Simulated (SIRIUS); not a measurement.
The system is Mo.

```
CELL_PARAMETERS angstrom
-1.58381 1.58381 1.58381
1.58381 -1.58381 1.58381
1.58381 1.58381 -1.58381
ATOMIC_POSITIONS crystal
Mo 0.00000 0.00000 0.00000
```

* Program: SIRIUS 7.12.0
* Task: relaxation of cell and atoms
* Functional: BLYP
* Potentials or basis: PseudoDojo 0.4.1 PBE standard (scalar relativistic)
* Cutoff: 1102 eV
* Density cutoff: 4408 eV
* k mesh: 8 × 8 × 8
* Occupations: fermi-dirac, width 0.05 eV
* Spin: no spin polarisation

At the start: pressure 8.6 GPa; volume 15.89 Å³/atom.

Q: How do energy, volume and symmetry change on relaxing?

A: Over 3 steps the energy falls by 14.9 meV/atom and the volume is 16.46 Å³/atom (+3.6 %); space group Im-3m (No. 229, to 0.05 Å).

The path:
| step | energy change (eV) | largest force (eV/Å) | pressure (GPa) | volume (Å³) |
| --- | --- | --- | --- | --- |
| 1 | 0.0000 | 0.0000 | 8.64 | 15.89 |
| 2 | -0.0148 | 0.0000 | -0.42 | 16.49 |
| 3 | -0.0149 | 0.0000 | -0.02 | 16.46 |

Final structure:
```cif
data_structure
_symmetry_space_group_name_H-M 'P 1'
_symmetry_Int_Tables_number 1
_cell_length_a 2.7754
_cell_length_b 2.7754
_cell_length_c 2.7754
_cell_angle_alpha 109.471
_cell_angle_beta 109.471
_cell_angle_gamma 109.471
_cell_volume 16.46
loop_
_atom_site_label
_atom_site_type_symbol
_atom_site_fract_x
_atom_site_fract_y
_atom_site_fract_z
_atom_site_occupancy
Mo1 Mo 0.00000 0.00000 0.00000 1
```

Caveat: the potentials were made for another functional, which shifts forces and pressure.
